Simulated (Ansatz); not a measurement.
## Property card for TePb

All numbers below come from DFT PBE+D3(BJ), scalar-relativistic, plane waves, PAW in Ansatz 0.2.0.

Cutoff 420 eV; k points 10×10×10 on the computed 2-atom cell (Γ-centred); Gaussian smearing, width 0.10 eV; no spin polarisation.

The structure is relaxed at this level of theory with its symmetry kept. This CsCl-type form isn't the usual stable structure of the compound.

Symmetry: Pm-3m, No. 221, cubic system. Conventional cell: a = 3.927 Å, b = 3.927 Å, c = 3.927 Å, α = 90.00°, β = 90.00°, γ = 90.00°. Around Te (site symmetry m-3m) lie 8 Pb at 3.40 Å. Pb (site symmetry m-3m) is surrounded by 8 Te at 3.40 Å.

- Volume per atom: 30.27 Å³
- Kohn–Sham band gap: none (metal)
- Density of states at the Fermi level: 1.10 states/eV per cell
- Löwdin character within 0.5 eV of the Fermi level: Te 5p 69 %, Pb 6p 25 %
- Bader charges (e): Te (1 in the cell) -0.63, Pb (1 in the cell) 0.63

Spin-orbit coupling is left out, which matters for the bands of heavy elements.

Cost: 9 runs of about 0.67 core-minutes in all, on Intel Xeon 6975P-C (Granite Rapids) (shared hosts).